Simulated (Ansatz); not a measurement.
Base system: InN in the wurtzite structure (space group P6_3mc, No. 186; a = 3.581 Å, c = 5.788 Å). Axes: x lies along a and z along c of the hexagonal cell.

Level of theory: PBE/PAW in Ansatz (a quantum-chemistry and plane-wave program), no SOC.

Strains are applied to the cell and any free atomic positions relax; under stress the whole cell relaxes.

One change was made to it. Results:

| quantity | base | after |
|---|---|---|
| band gap | zero | zero |
| energy relative to the base (free energy F) | 0 meV/atom | +10 meV/atom |

### Question
Which of these changes matches the shifts?
A. tensor shear ε_xz = −3.25 %
B. uniaxial stress, 8 GPa compression along x
C. uniaxial strain ε_xx = +2.19 %

### Answer
A, tensor shear ε_xz = −3.25 %. For comparison, the energy relative to the base in the other runs: uniaxial stress, 8 GPa compression along x gives +20 meV/atom; uniaxial strain ε_xx = +2.19 % gives +4.7 meV/atom.

Stability under load was not tested beyond the relaxation. All final runs are without spin polarisation. Gaps under 0.05 eV, about the width of the smearing, are given as zero. The zero or small gap of InN can change with the level of theory.
